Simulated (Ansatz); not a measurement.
Density of states of Fe

```
Fe
1.0
     0.00000    1.82778    1.82778
     1.82778    0.00000    1.82778
     1.82778    1.82778    0.00000
Fe
1
Direct
  0.00000 0.00000 0.00000
```

Conventional cell: a = 3.656 Å, b = 3.656 Å, c = 3.656 Å, α = 90.00°, β = 90.00°, γ = 90.00°. Fe (atom 1) has 12 Fe at 2.58 Å as nearest neighbours.

The cell is the one relaxed in the Materials Project (mp-150), not relaxed further here; entries there can be hypothetical.

Other magnetic orders may lie lower; this is the state that the run reached.

The calculation used DFT, PBE, all-electron LAPW, scalar-relativistic (Ansatz 0.2.0).

Numerical set-up: a Γ-centred 17×17×17 k mesh, Fermi–Dirac smearing of 0.03 eV, basis error target 0.25 meV/atom, spin-polarised from start moments Fe 3 μB, ending with a cell moment of 2.62 μB.

**Question.** Which of the resolved shells contributes most within 0.3 eV of the Fermi level?

**Answer.** Fe 3d, with 90 % of all states there; Fe 4s follows with 6 %.

**Question.** Where is the centre of the filled Fe 3d states between -14 eV and the top of the filled states?

**Answer.** -2.03 eV from the Fermi level.

**Question.** Tabulate the density of states.

**Answer.** States per eV and cell, averaged over 0.4 eV, from -8.2 to 6.0 eV, with energies (bin centres) from the Fermi level; empty bins are left out. The partial columns, the largest 2 alone, are projections on Löwdin-orthogonalised atomic shells (those that the program's projection atoms carry: the occupied ones and, for some elements, an empty d or f shell; other empty shells have no column), summed over atoms of an element and both spins. Weights on diffuse s and p shells depend on that basis and aren't pure angular character.
| E (eV) | spin-up | spin-down | Fe 3d | Fe 4s |
| --- | --- | --- | --- | --- |
| -8.1 | 0.02 | 0.01 | 0.00 | 0.02 |
| -7.7 | 0.03 | 0.02 | 0.00 | 0.05 |
| -7.3 | 0.04 | 0.03 | 0.00 | 0.07 |
| -6.9 | 0.05 | 0.04 | 0.00 | 0.09 |
| -6.5 | 0.06 | 0.05 | 0.00 | 0.11 |
| -6.1 | 0.08 | 0.06 | 0.01 | 0.13 |
| -5.7 | 0.10 | 0.07 | 0.02 | 0.15 |
| -5.3 | 0.15 | 0.08 | 0.05 | 0.18 |
| -4.9 | 0.40 | 0.10 | 0.26 | 0.23 |
| -4.5 | 0.64 | 0.12 | 0.51 | 0.24 |
| -4.1 | 0.93 | 0.15 | 0.87 | 0.19 |
| -3.7 | 0.88 | 0.20 | 0.91 | 0.15 |
| -3.3 | 0.85 | 0.32 | 0.99 | 0.15 |
| -2.9 | 1.11 | 0.42 | 1.34 | 0.16 |
| -2.5 | 1.54 | 0.44 | 1.78 | 0.14 |
| -2.1 | 1.36 | 0.74 | 1.95 | 0.08 |
| -1.7 | 1.29 | 0.70 | 1.88 | 0.04 |
| -1.3 | 1.11 | 0.75 | 1.74 | 0.04 |
| -0.9 | 1.14 | 0.89 | 1.88 | 0.06 |
| -0.5 | 1.34 | 0.90 | 2.09 | 0.06 |
| -0.1 | 0.17 | 0.86 | 0.91 | 0.07 |
| 0.3 | 0.16 | 1.05 | 1.10 | 0.07 |
| 0.7 | 0.15 | 0.66 | 0.70 | 0.07 |
| 1.1 | 0.15 | 0.92 | 0.96 | 0.07 |
| 1.5 | 0.14 | 1.00 | 1.02 | 0.07 |
| 1.9 | 0.14 | 1.09 | 1.11 | 0.07 |
| 2.3 | 0.14 | 1.54 | 1.54 | 0.07 |
| 2.7 | 0.13 | 0.27 | 0.25 | 0.08 |
| 3.1 | 0.12 | 0.24 | 0.19 | 0.09 |
| 3.5 | 0.11 | 0.21 | 0.14 | 0.08 |
| 3.9 | 0.11 | 0.19 | 0.11 | 0.08 |
| 4.3 | 0.09 | 0.17 | 0.08 | 0.07 |
| 4.7 | 0.08 | 0.15 | 0.06 | 0.06 |
| 5.1 | 0.07 | 0.13 | 0.05 | 0.04 |
| 5.5 | 0.06 | 0.12 | 0.03 | 0.03 |
| 5.9 | 0.07 | 0.10 | 0.03 | 0.06 |
